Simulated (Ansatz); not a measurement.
Nb, a slab in vacuum

```xyz
12
Lattice="2.8681 0.0000 0.0000 -0.8137 2.8456 0.0000 0.0000 0.0000 41.1423" Properties=species:S:1:pos:R:3 pbc="T T T"
Nb   -0.0772    2.1318    1.1389
Nb    1.7085    0.5592    3.5738
Nb   -0.4452    1.8663    5.9732
Nb    1.3319    0.4205    7.7845
Nb    2.3469    1.4855   10.4343
Nb    1.0893    0.0232   12.8561
Nb    2.0871    1.4337   15.0476
Nb   -0.2008    2.8240   17.3932
Nb    1.7036    1.1233   19.7778
Nb   -0.6695    2.4814   22.0146
Nb    1.1528    0.9482   24.4278
Nb    2.0378    2.4653   26.5740
```

Method: r2SCAN, no spin polarisation; PAW, plane waves to 500 eV, 6×6×1 Γ-centred mesh, cold occupations (width 0.134 eV) (Ansatz 0.2.0), atoms fixed.

Problem. Where is the largest force?

Solution. The largest is on Nb4: 3.85 eV/Å, components (0.04, -0.33, 3.83). It makes 133° with the line to a nearest neighbour, Nb3 at 2.48 Å.

Problem. What do density and ELF say about some of the short contacts?

Solution. Nb–Nb at 2.48 Å: least valence density 0.55 e/Å³ and ELF 0.26 there. Both are smooth PAW fields, read partly inside the augmentation spheres.

Problem. What happens at the Fermi level?

Solution. It is a metal, with about 16 states/eV a cell as the mean within 0.25 eV of the Fermi level, mostly Nb d (85 %).

Origin: a slab in vacuum, so it need not be a known compound. Caveats: the exchange-correlation potential is rough where the density is thin; many states at the Fermi level without spin polarisation, so a magnetic state may lie lower; the k mesh is coarse if the cell is a metal; atoms or cell far from equilibrium; stress is the mean over slab and vacuum.
